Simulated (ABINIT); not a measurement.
Crystal: KTaO3.

```
Ta K O
1.0
     3.98830    0.00000    0.00000
     0.00000    3.98830    0.00000
     0.00000    0.00000    3.98830
Ta K O
1 1 3
Cartesian
  0.0000 0.0000 0.0000
  1.9942 1.9942 1.9942
  0.0000 0.0000 1.9942
  0.0000 1.9942 0.0000
  1.9942 0.0000 0.0000
```

Base run:

* Program: ABINIT 10.8.3 (patched build)
* Functional: revPBE
* Potentials or basis: JTH PAW PBE v2.0
* Cutoff: 626 eV
* k mesh: 7 × 7 × 7
* Occupations: fermi-dirac, width 0.05 eV
* Spin: no spin polarisation

Its results: band gap on the k mesh 2.28 eV, indirect (least direct gap 2.83 eV); pressure 8.8 GPa.

**Question.** After a change of settings the same cell gave: band gap on the k mesh 2.15 eV, indirect (least direct gap 2.71 eV); pressure 0.6 GPa. Which change was it?
A. functional from revPBE to BP86
B. functional from revPBE to PBE
C. functional from revPBE to LDA-PZ; potentials or basis from JTH PAW PBE v2.0 to JTH PAW LDA v2.0
D. functional from revPBE to AM05

**Answer.** D.

AM05 binds more tightly than revPBE, so the same cell stands under less pressure.

Caveats: the PAW data sets were made with another functional, which shifts forces and pressure a little; spin-orbit coupling is left out, which moves the levels of the heavy elements.

Not every run made on this cell is shown here.
